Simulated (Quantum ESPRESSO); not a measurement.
The system is HfN.

```
Hf N
1.0
     0.00000    2.25600    2.25600
     2.25600    0.00000    2.25600
     2.25600    2.25600    0.00000
Hf N
1 1
Direct
  0.00000 0.00000 0.00000
  0.50000 0.50000 0.50000
```

Base run:

* Program: Quantum ESPRESSO 7.5
* Functional: PBEsol
* Potentials or basis: GBRV 1.5 PBEsol
* Cutoff: 612 eV
* Density cutoff: 4898 eV
* k mesh: 10 × 10 × 10
* Occupations: fermi-dirac, width 0.05 eV
* Spin: no spin polarisation

Its results: band gap on the k mesh none (metal or under the smearing width); pressure -2.8 GPa.

Q: The run is repeated on the same cell with these changes: hubbard terms from none to Hf d U = 5 eV. What comes out?

A: Band gap on the k mesh none (metal or under the smearing width); pressure 6.7 GPa.

Caveats: U without spin polarisation on a metal has little footing (some runs).
